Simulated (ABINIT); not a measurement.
# TiC (Fm-3m) in ABINIT: a series of runs, part 2 of 2

ABINIT 10.8.3 (patched build). Earlier steps stand in the parts before.

**3. Relaxation of cell and atoms, PBE**

The input, run.abi:

```
# Pseudopotentials
pp_dirpath "./"
pseudos "Ti.upf, C.upf"

# Structure
acell 3*1.0 Angstrom
rprim
     0.0000000000     2.1657188437     2.1657188437
     2.1657188437     0.0000000000     2.1657188437
     2.1657188437     2.1657188437     0.0000000000
ntypat 2
znucl 22 6
natom 2
typat 1 2
chkprim 0
chksymtnons 0
tolsym 1.0e-6
xred
            0.0            0.0            0.0
            1/2            1/2            1/2

# Plane-wave basis
ecut 42.0
ecutsm 0.5

# k points
kptopt 1
ngkpt 8 8 8
nshiftk 1
shiftk 0.0 0.0 0.0

# Exchange and correlation
ixc 11

# Bands and occupations
nband 12
occopt 3
tsmear 0.05 eV

# SCF cycle
nstep 80
tolvrs 1.0e-12

# Output
iomode 3
prteig 0
prtebands 0
prtwf 0
prtden 0

# Relaxation
ionmov 2
optcell 2
ntime 50
tolmxf 2.0e-5
dilatmx 1.08
```

Potentials or basis: Ansatz NC PBE.

Launch:

```console
$ abinit run.abi > log 2>&1
```

run.abo:

```text
[... set-up lines left out ...]
 ETOT  1  -65.188134082674    -6.519E+01 1.972E-01 2.379E+03
 ETOT  2  -63.878220455092     1.310E+00 5.967E-02 1.173E+04
 ETOT  3  -65.556333692398    -1.678E+00 1.085E-01 3.098E+01
 ETOT  4  -65.560658870170    -4.325E-03 3.701E-02 9.859E+00
 ETOT  5  -65.561891460906    -1.233E-03 4.086E-03 1.320E+00
 ETOT  6  -65.562070269608    -1.788E-04 1.050E-02 4.694E-02
 ETOT  7  -65.562077260184    -6.991E-06 2.077E-03 6.591E-04
 ETOT  8  -65.562077413383    -1.532E-07 3.901E-03 7.265E-05
 ETOT  9  -65.562077424931    -1.155E-08 7.694E-04 1.115E-05
 ETOT 10  -65.562077426829    -1.898E-09 1.197E-03 2.107E-07
 ETOT 11  -65.562077426903    -7.405E-11 6.475E-04 1.131E-08
 ETOT 12  -65.562077426905    -1.450E-12 3.606E-04 2.013E-10
 ETOT 13  -65.562077426909    -4.249E-12 5.195E-04 6.834E-13
[... 55 lines left out ...]
  0.00000000000000E+00  0.00000000000000E+00  0.00000000000000E+00
 Scale of Primitive Cell (acell) [bohr]
  1.88972612590778E+00  1.88972612590778E+00  1.88972612590778E+00
 Real space primitive translations (rprimd) [bohr]
  0.00000000000000E+00  4.09261548031068E+00  4.09261548031068E+00
  4.09261548031068E+00  0.00000000000000E+00  4.09261548031068E+00
  4.09261548031068E+00  4.09261548031068E+00  0.00000000000000E+00
 Unitary Cell Volume (ucvol) [Bohr^3]=  1.37098538004587E+02
 Angles (23,13,12)= [degrees]
  6.00000000000000E+01  6.00000000000000E+01  6.00000000000000E+01
 Lengths [Bohr]
  5.78783231783345E+00  5.78783231783345E+00  5.78783231783345E+00
 Stress tensor in cartesian coordinates (strten) [Ha/bohr^3]
 -9.57620181676194E-06  0.00000000000000E+00  0.00000000000000E+00
  0.00000000000000E+00 -9.57620181676368E-06  0.00000000000000E+00
  0.00000000000000E+00  0.00000000000000E+00 -9.57620181676715E-06
 Total energy (etotal) [Ha]= -6.55620774269089E+01

--- Iteration: ( 2/50) Internal Cycle: (1/1)
--------------------------------------------------------------------------------

---SELF-CONSISTENT-FIELD CONVERGENCE--------------------------------------------

--- !BeginCycle
iteration_state: {dtset: 1, itime: 2, icycle: 1, }
solver: {iscf: 7, nstep: 80, nline: 4, wfoptalg: 0, }
tolerances: {tolvrs: 1.00E-12, }
...

     iter   Etot(hartree)      deltaE(h)  residm     vres2
 ETOT  1  -65.562049177327    -6.556E+01 3.929E-04 2.143E-01
 ETOT  2  -65.561937526848     1.117E-04 3.070E-04 9.921E-01
 ETOT  3  -65.562077784439    -1.403E-04 6.989E-05 1.339E-03
 ETOT  4  -65.562078111342    -3.269E-07 2.080E-04 6.603E-05
 ETOT  5  -65.562078121878    -1.054E-08 4.902E-05 4.701E-06
 ETOT  6  -65.562078122714    -8.356E-10 1.471E-04 2.819E-08
 ETOT  7  -65.562078122733    -1.944E-11 3.425E-05 3.062E-09
 ETOT  8  -65.562078122735    -1.336E-12 1.022E-04 2.962E-10
 ETOT  9  -65.562078122734     1.094E-12 2.362E-05 8.768E-13

 At SCF step    9       vres2   =  8.77E-13 < tolvrs=  1.00E-12 =>converged.
[... 53 lines left out ...]
  0.00000000000000E+00  0.00000000000000E+00  0.00000000000000E+00
 Scale of Primitive Cell (acell) [bohr]
  5.78949508134416E+00  5.78949508134416E+00  5.78949508134416E+00
 Real space primitive translations (rprimd) [bohr]
  0.00000000000000E+00  4.09379123166462E+00  4.09379123166462E+00
  4.09379123166462E+00  0.00000000000000E+00  4.09379123166462E+00
  4.09379123166462E+00  4.09379123166462E+00  0.00000000000000E+00
 Unitary Cell Volume (ucvol) [Bohr^3]=  1.37216731447596E+02
 Angles (23,13,12)= [degrees]
  6.00000000000000E+01  6.00000000000000E+01  6.00000000000000E+01
 Lengths [Bohr]
  5.78949508134416E+00  5.78949508134416E+00  5.78949508134416E+00
 Stress tensor in cartesian coordinates (strten) [Ha/bohr^3]
 -2.20594598591799E-06  0.00000000000000E+00  0.00000000000000E+00
  0.00000000000000E+00 -2.20594598592146E-06  0.00000000000000E+00
  0.00000000000000E+00  0.00000000000000E+00 -2.20594598592493E-06
 Total energy (etotal) [Ha]= -6.55620781227335E+01

 Difference of energy with previous step (new-old):
           Absolute (Ha)=-6.95825E-07
           Relative     =-1.06132E-08

--- Iteration: ( 3/50) Internal Cycle: (1/1)
--------------------------------------------------------------------------------

---SELF-CONSISTENT-FIELD CONVERGENCE--------------------------------------------

--- !BeginCycle
iteration_state: {dtset: 1, itime: 3, icycle: 1, }
solver: {iscf: 7, nstep: 80, nline: 4, wfoptalg: 0, }
tolerances: {tolvrs: 1.00E-12, }
...

     iter   Etot(hartree)      deltaE(h)  residm     vres2
 ETOT  1  -65.562075551516    -6.556E+01 2.102E-05 1.930E-02
 ETOT  2  -65.562065528092     1.002E-05 1.949E-05 8.921E-02
 ETOT  3  -65.562078132227    -1.260E-05 4.571E-05 1.138E-04
 ETOT  4  -65.562078160855    -2.863E-08 2.053E-05 5.510E-06
 ETOT  5  -65.562078161760    -9.050E-10 4.600E-05 4.400E-07
 ETOT  6  -65.562078161840    -7.921E-11 2.053E-05 2.293E-09
 ETOT  7  -65.562078161844    -3.880E-12 4.634E-05 3.094E-10
 ETOT  8  -65.562078161842     1.833E-12 2.037E-05 3.174E-11
 ETOT  9  -65.562078161844    -2.061E-12 4.644E-05 4.583E-14

 At SCF step    9       vres2   =  4.58E-14 < tolvrs=  1.00E-12 =>converged.
[... 53 lines left out ...]
  0.00000000000000E+00  0.00000000000000E+00  0.00000000000000E+00
 Scale of Primitive Cell (acell) [bohr]
  5.78999331047800E+00  5.78999331047800E+00  5.78999331047800E+00
 Real space primitive translations (rprimd) [bohr]
  0.00000000000000E+00  4.09414353286374E+00  4.09414353286374E+00
  4.09414353286374E+00  0.00000000000000E+00  4.09414353286374E+00
  4.09414353286374E+00  4.09414353286374E+00  0.00000000000000E+00
 Unitary Cell Volume (ucvol) [Bohr^3]=  1.37252160058804E+02
 Angles (23,13,12)= [degrees]
  6.00000000000000E+01  6.00000000000000E+01  6.00000000000000E+01
 Lengths [Bohr]
  5.78999331047800E+00  5.78999331047800E+00  5.78999331047800E+00
 Stress tensor in cartesian coordinates (strten) [Ha/bohr^3]
 -2.38667913557422E-09  0.00000000000000E+00  0.00000000000000E+00
  0.00000000000000E+00 -2.38667913557422E-09  0.00000000000000E+00
  0.00000000000000E+00  0.00000000000000E+00 -2.38667913730894E-09
 Total energy (etotal) [Ha]= -6.55620781618438E+01

 Difference of energy with previous step (new-old):
           Absolute (Ha)=-3.91103E-08
           Relative     =-5.96538E-10

 At Broyd/MD step   3, gradients are converged :
  max grad (force/stress) = 2.3867E-07 < tolmxf= 2.0000E-05 ha/bohr (free atoms)

================================================================================

 ----iterations are completed or convergence reached----

 Mean square residual over all n,k,spin=   20.424E-08; max=  46.444E-06
 reduced coordinates (array xred) for    2 atoms
       0.000000000000      0.000000000000      0.000000000000
       0.500000000000      0.500000000000      0.500000000000
 rms dE/dt=  0.0000E+00; max dE/dt=  0.0000E+00; dE/dt below (all hartree)
    1       0.000000000000      0.000000000000      0.000000000000
    2       0.000000000000      0.000000000000      0.000000000000

 cartesian coordinates (angstrom) at end:
    1      0.00000000000000     0.00000000000000     0.00000000000000
    2      2.16652745428759     2.16652745428759     2.16652745428759

 cartesian forces (hartree/bohr) at end:
    1     -0.00000000000000    -0.00000000000000    -0.00000000000000
    2     -0.00000000000000    -0.00000000000000    -0.00000000000000
 frms,max,avg= 0.0000000E+00 0.0000000E+00   0.000E+00  0.000E+00  0.000E+00 h/b

 cartesian forces (eV/Angstrom) at end:
    1     -0.00000000000000    -0.00000000000000    -0.00000000000000
    2     -0.00000000000000    -0.00000000000000    -0.00000000000000
 frms,max,avg= 0.0000000E+00 0.0000000E+00   0.000E+00  0.000E+00  0.000E+00 e/A
 length scales=  5.789993310478  5.789993310478  5.789993310478 bohr
              =  3.063932509107  3.063932509107  3.063932509107 angstroms
 Fermi (or HOMO) energy (hartree) =   0.41798   Average Vxc (hartree)=  -0.47067
 Eigenvalues (hartree) for nkpt=  29  k points:
 kpt#   1, nband= 12, wtk=  0.00195, kpt=  0.0000  0.0000  0.0000 (reduced coord)
  -1.65911   -0.77861   -0.77861   -0.77861   -0.03590    0.44527    0.44527    0.44527
   0.48128    0.48128    0.48311    0.48313
      occupation numbers for kpt#   1
   2.00000    2.00000    2.00000    2.00000    2.00000    0.00000    0.00000    0.00000
   0.00000    0.00000    0.00000    0.00000
 prteigrs : prtvol=0 or 1, do not print more k-points.

--- !EnergyTerms
iteration_state     : {dtset: 1, itime: 3, icycle: 1, }
comment             : Components of total free energy in Hartree
kinetic             :  2.76646816595085E+01
hartree             :  1.15230038020846E+01
xc                  : -1.09058193937938E+01
Ewald energy        : -5.11823951746794E+01
psp_core            :  1.91832864972071E+00
local_psp           : -4.51342535320643E+01
non_local_psp       :  5.54472203654015E-01
internal            : -6.55619817855697E+01
'-kT*entropy'       : -9.63762740691308E-05
total_energy        : -6.55620781618438E+01
total_energy_eV     : -1.78403503195113E+03
band_energy         : -6.00751782410719E+00
...

 Cartesian components of stress tensor (hartree/bohr^3)
  sigma(1 1)= -2.38667914E-09  sigma(3 2)=  0.00000000E+00
  sigma(2 2)= -2.38667914E-09  sigma(3 1)=  0.00000000E+00
  sigma(3 3)= -2.38667914E-09  sigma(2 1)=  0.00000000E+00

-Cartesian components of stress tensor (GPa)         [Pressure=  7.0219E-05 GPa]
- sigma(1 1)= -7.02185245E-05  sigma(3 2)=  0.00000000E+00
- sigma(2 2)= -7.02185245E-05  sigma(3 1)=  0.00000000E+00
- sigma(3 3)= -7.02185245E-05  sigma(2 1)=  0.00000000E+00

== END DATASET(S) ==============================================================
================================================================================

 -outvars: echo values of variables after computation  --------
            acell      5.7899933105E+00  5.7899933105E+00  5.7899933105E+00 Bohr
           etotal     -6.5562078162E+01
            fcart     -0.0000000000E+00 -0.0000000000E+00 -0.0000000000E+00
                      -0.0000000000E+00 -0.0000000000E+00 -0.0000000000E+00
            rprim      0.0000000000E+00  7.0710678119E-01  7.0710678119E-01
                       7.0710678119E-01  0.0000000000E+00  7.0710678119E-01
                       7.0710678119E-01  7.0710678119E-01  0.0000000000E+00
           strten     -2.3866791356E-09 -2.3866791356E-09 -2.3866791373E-09
                       0.0000000000E+00  0.0000000000E+00  0.0000000000E+00
           xangst      0.0000000000E+00  0.0000000000E+00  0.0000000000E+00
                       2.1665274543E+00  2.1665274543E+00  2.1665274543E+00
             xred      0.0000000000E+00  0.0000000000E+00  0.0000000000E+00
                       5.0000000000E-01  5.0000000000E-01  5.0000000000E-01
 Calculation completed.
```

Wall time 80 s (1 thread of Arm Neoverse V1, shared host); peak memory 0.08 GiB.

What came out:

```yaml
Free_energy: -1784.0350 eV
Relaxed_volume: 10.17 Å³/atom
Relaxed_cell: a = 3.064 Å, b = 3.064 Å, c = 3.064 Å, α = 60.00°, β = 60.00°, γ = 60.00°
Space_group_after_relaxing_to_0.05_Å: Fm-3m (No. 225)
Energy_gained_by_relaxing: 0.0 meV/atom
Ionic_steps: 3
Pressure_after_relaxing: 0.0 GPa
Band_gap_on_the_k_mesh: none (metal or under the smearing width)
```

Final structure:
```
Ti C
1.0
     0.00000    2.16653    2.16653
     2.16653    0.00000    2.16653
     2.16653    2.16653    0.00000
Ti C
1 1
Cartesian
  0.0000 0.0000 0.0000
  2.1665 2.1665 2.1665
```
